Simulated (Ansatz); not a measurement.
# C: the cost of one run

Program: Ansatz 0.2.0. Level of theory: DFT PBEsol, plane waves, PAW, scalar-relativistic, no spin polarisation. These are calculated values, not measurements.

### 1 The system as given

The cell holds 18 atoms (C18): a = 7.398 Å, b = 7.398 Å, c = 12.000 Å, α = 90.00°, β = 90.00°, γ = 120.00°.

Structure file:

```
C
1.0
     7.39800    0.00000    0.00000
    -3.69900    6.40686    0.00000
     0.00000    0.00000   12.00000
C
18
Direct
  0.00000 0.00000 0.08333
  0.22222 0.11111 0.08333
  0.00000 0.33333 0.08333
  0.22222 0.44444 0.08333
  0.00000 0.66667 0.08333
  0.22222 0.77778 0.08333
  0.33333 0.00000 0.08333
  0.55556 0.11111 0.08333
  0.33333 0.33333 0.08333
  0.55556 0.44444 0.08333
  0.33333 0.66667 0.08333
  0.55556 0.77778 0.08333
  0.66667 0.00000 0.08333
  0.88889 0.11111 0.08333
  0.66667 0.33333 0.08333
  0.88889 0.44444 0.08333
  0.66667 0.66667 0.08333
  0.88889 0.77778 0.08333
```

### 2 Relaxing the start

Input file input.yaml:

```yaml
crystal:
  lattice:
    - [7.398, 0.0, 0.0]
    - [-3.699, 6.406856, 0.0]
    - [0.0, 0.0, 12.0]
  atoms:
    - { symbol: C, position: [0.0, 0.0, 0.0833333] }
    - { symbol: C, position: [0.2222222, 0.1111111, 0.0833333] }
    - { symbol: C, position: [0.0, 0.3333333, 0.0833333] }
    - { symbol: C, position: [0.2222222, 0.4444444, 0.0833333] }
    - { symbol: C, position: [0.0, 0.6666667, 0.0833333] }
    - { symbol: C, position: [0.2222222, 0.7777778, 0.0833333] }
    - { symbol: C, position: [0.3333333, 0.0, 0.0833333] }
    - { symbol: C, position: [0.5555556, 0.1111111, 0.0833333] }
    - { symbol: C, position: [0.3333333, 0.3333333, 0.0833333] }
    - { symbol: C, position: [0.5555556, 0.4444444, 0.0833333] }
    - { symbol: C, position: [0.3333333, 0.6666667, 0.0833333] }
    - { symbol: C, position: [0.5555556, 0.7777778, 0.0833333] }
    - { symbol: C, position: [0.6666667, 0.0, 0.0833333] }
    - { symbol: C, position: [0.8888889, 0.1111111, 0.0833333] }
    - { symbol: C, position: [0.6666667, 0.3333333, 0.0833333] }
    - { symbol: C, position: [0.8888889, 0.4444444, 0.0833333] }
    - { symbol: C, position: [0.6666667, 0.6666667, 0.0833333] }
    - { symbol: C, position: [0.8888889, 0.7777778, 0.0833333] }
basis:
  ecutwfc: 420.0
kpoints:
  mp_grid: { grid: [2, 2, 1] }
hamiltonian:
  xc: pbesol
  pseudopotentials: { kind: paw, azcp: { folder: soft_1 } }
scf:
  occupations: { method: fermi_dirac, width: 0.02 }
  lower_state_search: "off"
relax:
  f_tol: 0.08
  max_steps: 25
  adjacent_minimum: "off"
```

Started as:

```sh
$ ansatz run input.yaml --threads 1 --pin off --max-ram 3072MiB --backend cpu --events-out ev --progress --plain --runs-dir out
```

Q: Estimate wall time and peak memory on 1 thread of Arm Neoverse V2, shared host.

About 4.2 s, with a peak of 0.56 GiB.
